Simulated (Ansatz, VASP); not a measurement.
**Li: VASP and Ansatz over several settings**

```xyz
1
Lattice="-1.7429 1.7429 1.7429 1.7429 -1.7429 1.7429 1.7429 1.7429 -1.7429" Properties=species:S:1:pos:R:3 pbc="T T T"
Li    0.0000    0.0000    0.0000
```

Single points on this cell with VASP 6.6.1 and Ansatz 0.2.0. Each row is one pair of runs. Alike in all rows: spin: off; k mesh: 11 × 11 × 11; smearing: fermi-dirac, width 0.05 eV.

| level | VASP's potentials, cutoff | Ansatz's potentials, cutoff | gap on the k mesh at the Fermi level (eV), VASP | gap on the k mesh at the Fermi level (eV), Ansatz |
| --- | --- | --- | --- | --- |
| LDA | VASP PAW LDA potentials, release 64 (Li_sv), 520 eV | Ansatz PAW, 420 eV | none | none |
| r2SCAN | VASP PAW PBE potentials, release 64 (Li_sv), 520 eV | Ansatz PAW, 500 eV | none | none |
| revPBE+D3(BJ) | VASP PAW PBE potentials, release 64 (Li_sv), 520 eV | Ansatz PAW, 420 eV | none | none |
| r2SCAN+D4 | VASP PAW PBE potentials, release 64 (Li_sv), 520 eV | Ansatz PAW, 500 eV | none | none |

A gap of «none» marks a metal or a gap that the smearing closes.
